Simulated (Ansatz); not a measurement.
# SnSe2: how well frozen cores do, part 1 of 2

The same cell of SnSe2 is computed with all-electron LAPW, PAW on the default files and datasets made for this crystal, to set the results side by side.

The COD entry's cell or inner coordinates are ideal or old and differ from later refinements, so a difference from it is no clean test against experiment.

Computed with Ansatz 0.2.0 (DFT PBE, scalar-relativistic, unless a step's input says otherwise).

## Step 1: The structure to begin with

It takes space group P-3m1 (No. 164, trigonal). The conventional cell has a = 3.811 Å, b = 3.811 Å, c = 6.137 Å, α = 90.00°, β = 90.00°, γ = 120.00°. Around Sn (site symmetry -3m) lie 6 Se at 2.68 Å. Around Se (site symmetry 3m) lie 3 Sn at 2.68 Å.

Structure file:

```cif
data_structure
_symmetry_space_group_name_H-M 'P 1'
_symmetry_Int_Tables_number 1
_cell_length_a 3.8110
_cell_length_b 3.8110
_cell_length_c 6.1370
_cell_angle_alpha 90.000
_cell_angle_beta 90.000
_cell_angle_gamma 120.000
_cell_volume 77.19
loop_
_atom_site_label
_atom_site_type_symbol
_atom_site_fract_x
_atom_site_fract_y
_atom_site_fract_z
_atom_site_occupancy
Sn1 Sn 0.00000 0.00000 0.00000 1
Se1 Se 0.33333 0.66667 0.25000 1
Se2 Se 0.66667 0.33333 0.75000 1
```

The geometry is a database entry used as it stands. It may stem from high pressure or temperature, or be incomplete, so it serves as a test cell.

Atoms are numbered in the order of the input: Sn1, Se2, Se3.

## Step 2: All-electron LAPW

Contents of input.yaml:

```yaml
crystal:
  lattice:
    - [3.8109987816, 0.0, 0.0]
    - [-1.9054993908, 3.3004217586, 0.0]
    - [0.0, 0.0, 6.137]
  atoms:
    - { symbol: Sn, position: [0.0, 0.0, 0.0] }
    - { symbol: Se, position: [0.3333333333, 0.6666666667, 0.25] }
    - { symbol: Se, position: [0.6666666667, 0.3333333333, 0.75] }
kpoints:
  mp_grid: { grid: [8, 8, 5] }
  band_path:
    path:
      - [0.0, 0.0, 0.0]
      - [0.5, 0.0, 0.0]
      - [0.3333333333, 0.3333333333, 0.0]
      - [0.0, 0.0, 0.0]
      - [0.0, 0.0, 0.5]
      - [0.5, 0.0, 0.5]
      - [0.3333333333, 0.3333333333, 0.5]
      - [0.0, 0.0, 0.5]
      - [0.5, 0.0, 0.5]
    npoints: 8
scf:
  occupations: { method: fermi_dirac, width: 0.02 }
hamiltonian:
  xc: pbe
  pseudopotentials: { kind: all_electron, lapw: { basis_error: 0.0005 } }
output:
  forces: true
  stress: true
  eigenvalues: true
  populations: true
  dos: { projected: true, de: 0.2, e_range: [-14, 8] }
```

Output:

```text
Sn: projections on atomic orbitals take those of the free atom 1s2 2s2 2p6 3s2 3p6 3d10 4s2 4p6 4d10 5s2 5p2, of charge +0.00 (hamiltonian.pseudopotentials.projection_atoms)
Se: projections on atomic orbitals take those of the free atom 1s2 2s2 2p6 3s2 3p6 3d10 4s2 4p4, of charge +0.00 (hamiltonian.pseudopotentials.projection_atoms)
LAPW: plane waves up to 8.585 Å⁻¹, error target 5.0e-4 eV per atom; small_component_spin mean_spin; Se in spheres of 1.291 Å, 24 of its electrons in bands, Dirac shells []; Sn in spheres of 1.391 Å, 22 of its electrons in bands, Dirac shells []
Engine: ansatz 0.2.0
Pseudopotentials: kind: all_electron
Pseudopotential: Sn, LAPW, valence charge 22, Koelling and Harmon's equation, gaussian nucleus
Pseudopotential: Se, LAPW, valence charge 24, Koelling and Harmon's equation, gaussian nucleus
Functional definition: PBE
  parameter kappa = 0.804
  parameter beta = 0.06672455060314922
  exchange = pbe_x(kappa = kappa, mu = beta*pi^2/3)
  correlation = pbe_c(beta = beta)
Crystal: 3 atoms, lattice volume = 77.191 Å³
Basis set: ecut = 280.7773859418483 eV, 833 PW (Γ), exchange–correlation at level 2
Bands: 42, of which v1, the nominal top of the filled ones, is band 35 counted from 1 (34 counted from 0)
Symmetry: 12 space group operations
Space group: P-3m1 (ITA 164), of the structure as read, at distance tolerance 4.3e-5 Å
k-points: 40 of 320
Non-local potential: Sn, projectors of the file, none
Non-local potential: Se, projectors of the file, none
Initial density: superposition of atomic densities (chi_scale 0.1, normalization cell, long waves kept (reshape's long-wave potential 0.16 eV rms))
Initial wavefunctions: plane waves of lowest kinetic energy (no species holds an atomic orbital)
Functional: x = pbe(κ = 0.804, μ = 0.2195149727645171), c = pbe(β = 0.06672455060314922)
iter 1 solved again at ethr=1.20e-3 eV; its pass at ethr=1.00e-1 eV (dr2=8.39e-1 eV) is discarded
SCF iter   1: F=—  HF=-300341.953523 eV  |F-HF|=—  |Δ(HF+E_count)|=         —  Δρ=2.65e-2  dr2=8.39e-1  ethr=1.20e-3  ⟨swp⟩=2.0  Hψ=10748  notcnv=0
preconditioner: auto → Resta (q_TF=auto, 2.684 Å⁻¹)  ε∞=2.6  [insulator: Δε(μ)=1.151 eV  Ē_g=17.126 eV  σ=0.020 eV  W_gap=1.00  n_scr=22 (ndim 8)  ℏωp=21.6 eV  f_vac=0.143  D(μ)=0.00/eV (n_scr^D=0)  ε∞_Penn≈2.6]
SCF iter   2: F=—  HF=-300341.695703 eV  |F-HF|=—  |Δ(HF+E_count)|=   2.58e-1  Δρ=1.21e-2  dr2=1.46e-1  ethr=1.20e-3  ⟨swp⟩=2.1  Hψ=5165  notcnv=0
SCF iter   3: F=—  HF=-300341.679283 eV  |F-HF|=—  |Δ(HF+E_count)|=   1.64e-2  Δρ=5.68e-3  dr2=3.24e-2  ethr=2.08e-4  ⟨swp⟩=2.0  Hψ=5161  notcnv=0
iter 4 solved again at ethr=2.19e-6 eV; its pass at ethr=4.63e-5 eV (dr2=1.53e-3 eV) is discarded
SCF iter   4: F=—  HF=-300341.680720 eV  |F-HF|=—  |Δ(HF+E_count)|=         —  Δρ=1.20e-3  dr2=1.53e-3  ethr=2.19e-6  ⟨swp⟩=2.0  Hψ=8600  notcnv=0
the basis was enlarged: its passes take 410.0 KiB over the memory plan, 1 of 1 planned eigensolver slots
SCF iter   5: F=—  HF=-300341.681247 eV  |F-HF|=—  |Δ(HF+E_count)|=   5.27e-4  Δρ=3.21e-4  dr2=1.27e-4  ethr=2.19e-6  ⟨swp⟩=3.0  Hψ=5169  notcnv=0
SCF iter   6: F=—  HF=-300341.681327 eV  |F-HF|=—  |Δ(HF+E_count)|=   8.04e-5  Δρ=1.27e-4  dr2=1.41e-5  ethr=1.82e-7  ⟨swp⟩=3.0  Hψ=5031  notcnv=0
SCF iter   7: F=—  HF=-300341.681350 eV  |F-HF|=—  |Δ(HF+E_count)|=   2.25e-5  Δρ=5.40e-5  dr2=2.95e-6  ethr=2.02e-8  ⟨swp⟩=3.0  Hψ=5107  notcnv=0
SCF iter   8: F=—  HF=-300341.681356 eV  |F-HF|=—  |Δ(HF+E_count)|=   6.74e-6  Δρ=1.36e-5  dr2=2.16e-7  ethr=4.21e-9  ⟨swp⟩=3.0  Hψ=5194  notcnv=0
SCF iter   9: F=-300341.681357 eV  HF=-300341.681357 eV  |F-HF|=6.40e-10  |Δ(HF+E_count)|=   7.35e-7  Δρ=3.53e-6  dr2=1.50e-8  ethr=3.09e-10  ⟨swp⟩=3.0  Hψ=5200  notcnv=0
SCF 1 converged in 9 iterations: F = -300341.681357 eV  dr2 = 1.50e-8
NSCF: frozen V_eff on 65 k-points
SCF converged after 9 iterations
Free energy (F): -300341.681357 eV
Harris-Foulkes:  -300341.681357 eV  (|F-HF|=6.40e-10)
Internal energy: -300341.681357 eV  (E = F + TS)
E sigma→0 (E₀):  -300341.681357 eV
Fermi energy:    9.927078 eV
--- Per-component energies (eV) ---
  E_band       = -3919.795888
  E_kinetic    = 312175.855400
  E_xc         = -9291.003995
  E_electrostatic = -603226.532761  (all electrons and nuclei)
  E_smearing   = -0.000000  (= −TS)
  E_closure    = 0.000000  (closes the sum)
  E_atoms      = -300329.954360  (free atoms, spherical and without spin; not in F)
  Σ components = -300341.681357   (vs F -300341.681357, Δ=0.00e0)
  Basis errors (estimates in eV, not in F): energy 2.4e-4 per atom: plane waves 2.2e-4 (1.2e-4 summed), levels above the bands 1.2e-187, relativity 4.9e-8, radial functions 2.1e-5, core shells 5.3e-8; eigenvalues (radial functions only) 5.2e-7; not estimated: angular momenta, meshes, grids; target (lapw.basis_error) 5.0e-4; muffin-tin radii Se 1.291 Å, Sn 1.391 Å
--- Forces (eV/Å), atoms counted from 1 ---
  atom   1  Sn     0.00000000     0.00000000     0.00000000
  atom   2  Se     0.00000000    -0.00000000     0.71618292
  atom   3  Se    -0.00000000     0.00000000    -0.71618292
  max |Σ_I F_I| component: 3.47e-18 eV/Å
--- Stress (GPa, compression-positive) ---
        4.831616       0.000000       0.000000
        0.000000       4.831616       0.000000
        0.000000      -0.000000       6.137907
  P = ⅓ Tr σ = 5.2670 GPa (52.670 kbar)
--- Band table (eV; the first three rows and the last of 40) ---
  k-point 0: bands = ["-197.5696", "-197.5696", "-137.0507", "-137.0507", "-137.0507", "-137.0507", "-137.0089", "-137.0089", "-119.6690", "-75.4637", "-75.4637", "-75.4593", "-37.2752", "-37.2752", "-37.2752", "-37.2752", "-37.2441", "-37.2441", "-37.2435", "-37.2435", "-37.2319", "-37.2316", "-11.7481", "-11.7481", "-11.7100", "-11.6956", "-11.6956", "-4.4532", "-2.6921", "3.4394", "8.8451", "8.8451", "9.1435", "9.1435", "9.5059", "10.6163", "12.4962", "14.1770", "14.1770", "17.6663", "18.4907", "18.4907"]
  k-point 1: bands = ["-197.5696", "-197.5696", "-137.0507", "-137.0507", "-137.0507", "-137.0507", "-137.0089", "-137.0089", "-119.6690", "-75.4637", "-75.4637", "-75.4593", "-37.2752", "-37.2752", "-37.2752", "-37.2752", "-37.2441", "-37.2441", "-37.2436", "-37.2436", "-37.2318", "-37.2317", "-11.7481", "-11.7481", "-11.7099", "-11.6956", "-11.6956", "-4.3996", "-2.8065", "3.7137", "8.6390", "8.8048", "8.8048", "9.2053", "9.2053", "11.2835", "12.5011", "14.0789", "14.0789", "17.8745", "18.2544", "18.2544"]
  k-point 2: bands = ["-197.5696", "-197.5696", "-137.0507", "-137.0507", "-137.0507", "-137.0507", "-137.0089", "-137.0089", "-119.6690", "-75.4637", "-75.4637", "-75.4593", "-37.2752", "-37.2752", "-37.2752", "-37.2752", "-37.2439", "-37.2439", "-37.2437", "-37.2437", "-37.2318", "-37.2317", "-11.7481", "-11.7481", "-11.7099", "-11.6956", "-11.6956", "-4.2970", "-3.0018", "4.2537", "7.6335", "8.7582", "8.7582", "9.2877", "9.2877", "11.8971", "12.4754", "13.9281", "13.9281", "17.7196", "17.9687", "17.9687"]
  k-point 39: bands = ["-197.5696", "-197.5696", "-137.0507", "-137.0507", "-137.0507", "-137.0507", "-137.0089", "-137.0089", "-119.6690", "-75.4640", "-75.4639", "-75.4593", "-37.2750", "-37.2749", "-37.2747", "-37.2747", "-37.2441", "-37.2440", "-37.2439", "-37.2438", "-37.2314", "-37.2314", "-11.7825", "-11.7548", "-11.7019", "-11.6856", "-11.6758", "-2.4555", "-2.2648", "2.1571", "5.1475", "5.5122", "6.2010", "8.8660", "9.1374", "11.7817", "14.3320", "14.5612", "15.7980", "16.9602", "17.9621", "19.2363"]
--- Löwdin populations: 3 sites ---
  site symbol       q [e]
     0     Sn     49.4207
     1     Se     34.2275
     2     Se     34.2275
  spilling = 0.001053 (of n_electrons = 118.000000)
```

Wall time 24 s (1 thread, shared host).

Read from it: pressure 5.27 GPa; gap 0.76 eV; largest force 0.716 eV/Å.

At the corners of the path (eV, zero at the valence-band top):

| point | band 32 | band 33 | band 34 | band 35 | band 36 | band 37 | band 38 |
| --- | --- | --- | --- | --- | --- | --- | --- |
| Γ | -0.72 | -0.42 | -0.42 | -0.05 | 1.06 | 2.94 | 4.62 |
| M | -2.95 | -2.69 | -1.25 | -0.34 | 1.13 | 3.76 | 5.40 |
| K | -3.72 | -3.37 | -1.58 | -1.58 | 1.36 | 6.59 | 6.59 |
| Γ | -0.72 | -0.42 | -0.42 | -0.05 | 1.06 | 2.94 | 4.62 |
| A | -0.81 | -0.81 | -0.26 | -0.26 | 2.43 | 2.90 | 4.34 |
| L | -2.52 | -2.03 | -0.88 | -0.73 | 0.82 | 4.22 | 4.80 |
| H | -4.24 | -3.75 | -0.41 | -0.41 | 2.49 | 4.68 | 4.68 |
| A | -0.81 | -0.81 | -0.26 | -0.26 | 2.43 | 2.90 | 4.34 |
| L | -2.52 | -2.03 | -0.88 | -0.73 | 0.82 | 4.22 | 4.80 |

States per cell, counted by energy window (eV from the valence-band top, on a grid of 0.20 eV):

| from | to | total | Se 4p | Sn 5p | Sn 5s |
| --- | --- | --- | --- | --- | --- |
| -10 | -9 | 0.00 | 0.00 | 0.00 | 0.00 |
| -9 | -8 | 0.00 | 0.00 | 0.00 | 0.00 |
| -8 | -7 | 0.88 | 0.32 | 0.00 | 0.49 |
| -7 | -6 | 0.90 | 0.32 | 0.00 | 0.40 |
| -6 | -5 | 0.22 | 0.08 | 0.00 | 0.08 |
| -5 | -4 | 1.28 | 0.79 | 0.42 | 0.00 |
| -4 | -3 | 1.62 | 1.10 | 0.42 | 0.02 |
| -3 | -2 | 2.25 | 1.64 | 0.50 | 0.02 |
| -2 | -1 | 2.14 | 1.86 | 0.20 | 0.02 |
| -1 | 0 | 2.71 | 2.59 | 0.05 | 0.01 |
| 0 | 1 | 0.08 | 0.04 | 0.00 | 0.03 |
| 1 | 2 | 1.45 | 0.84 | 0.05 | 0.47 |
| 2 | 3 | 0.48 | 0.27 | 0.02 | 0.16 |
| 3 | 4 | 0.32 | 0.05 | 0.19 | 0.00 |
| 4 | 5 | 2.00 | 0.48 | 1.12 | 0.01 |

(Continued in part 2 of 2.)
